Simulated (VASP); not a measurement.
System: SrO (rock salt type, first atom moved by 0.06 Å along [111]), 2 atoms in the cell.

```xyz
2
Lattice="0.0000 2.6000 2.6000 2.6000 0.0000 2.6000 2.6000 2.6000 0.0000" Properties=species:S:1:pos:R:3 pbc="T T T"
Sr    0.0346    0.0346    0.0346
O     2.6000    2.6000    2.6000
```

Code and potentials: VASP, Sr_sv/O, 520 eV. Settings: k-mesh 4×4×4 Γ-centred; Fermi–Dirac smearing of 0.05 eV; no spin polarisation. For HSE06: HFSCREEN = 0.208; HFRCUT = 0; PRECFOCK = Normal.

Plain PBE gives:

```json
{
  "Pressure": "0.36 GPa",
  "Gap on the mesh": "3.30 eV"
}
```

```csv
atom,Fx (eV/Å),Fy (eV/Å),Fz (eV/Å)
Sr1,-0.063,-0.063,-0.063
O2,0.063,0.063,0.063
```

Task: What changes under HSE06?

Result: The pressure drops by 2.14 GPa to -1.78 GPa; the gap goes up by 1.47 eV to 4.77 eV; the forces move by 5 meV/Å (rms):

| atom | Fx (eV/Å) | Fy (eV/Å) | Fz (eV/Å) |
| --- | --- | --- | --- |
| Sr1 | -0.066 | -0.066 | -0.066 |
| O2 | 0.066 | 0.066 | 0.066 |

VASP prints the stress at a fixed plane-wave basis, so it holds the Pulay stress of this cutoff.

A gap read on the mesh is an upper bound of this method's gap, since the mesh can miss a band edge. The k-mesh is modest, so these values aren't fully converged in k. Spin–orbit coupling is left out; with heavy elements it can shift the gap and split levels by tenths of an eV. Potentials made with PBE were used with another functional (at least in: VASP, Sr_sv/O, 520 eV (HSE06)). Semilocal functionals give gaps that mostly lie well below measured ones.
